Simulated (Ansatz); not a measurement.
Runs of Ansatz 0.2.0 on Pd. Symmetry: Im-3m, No. 229, cubic system. The conventional cell has a = 3.145 Å, b = 3.145 Å, c = 3.145 Å, α = 90.00°, β = 90.00°, γ = 90.00°. Pd (site symmetry m-3m) has 8 Pd at 2.72 Å as nearest neighbours. This isn't the form of Pd at room conditions, which is fcc.

```csv
task,level,spin,cell,k mesh,smearing,points for each segment of the path,gap on the mesh (eV),pressure (GPa)
band structure,PBE,"SOC, no magnetisation",as given,9 × 9 × 9,fermi-dirac 0.05 eV,14,none,-1.2
relaxation of cell and atoms,PBE,off,relaxed,12 × 12 × 12,fermi-dirac 0.05 eV,-,none,0.0
single point,PBE,off,as given,12 × 12 × 12,gaussian 0.011 eV,-,none,-1.3
band structure,PBE,off,as given,12 × 12 × 12,fermi-dirac 0.05 eV,14,none,-1.1
band structure,LDA,off,as given,12 × 12 × 12,fermi-dirac 0.05 eV,14,none,(a)
```

Alike in all rows: potentials or basis Ansatz PAW; cutoff (eV) 420.

Fill in the values left out.

(a) -15.3.

Caveats: the plane-wave basis is chosen anew once the cell has moved, so the energies of steps on either side of that aren't comparable (some runs); so large a pressure means that the cell lies far from this level's equilibrium, or that cutoff or potentials fall short (some runs); the PAW data sets come from PBE, with cores solved anew for the run's functional, which leaves a small shift of forces and pressure (some runs).

A k mesh can miss the band edges, and rows without SOC leave out spin-orbit coupling on Pd.

A gap of «none» marks a metal or a gap under the smearing width.
